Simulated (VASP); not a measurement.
Crystal: KCl (Sylvite).

```
K Cl
1.0
     0.00000    3.12700    3.12700
     3.12700    0.00000    3.12700
     3.12700    3.12700    0.00000
K Cl
1 1
Direct
  0.00000 0.00000 0.00000
  0.50000 0.50000 0.50000
```

Base run:

- Program: VASP 6.6.1
- Functional: PBE0
- Potentials or basis: VASP PAW PBE potentials, release 64 (K_sv, Cl)
- Cutoff: 520 eV
- k mesh: 6 × 6 × 6
- Occupations: gaussian, width 0.03 eV
- Spin: no spin polarisation

Its results: band gap on the k mesh 7.30 eV, direct; pressure 0.8 GPa.

Question: The run is repeated on the same cell with these changes: functional from PBE0 to PBE-EpsX. What comes out?

Answer: Band gap on the k mesh 8.78 eV, direct; pressure 0.6 GPa.

Caveats: the PAW data sets were made with another functional, which shifts forces and pressure a little.
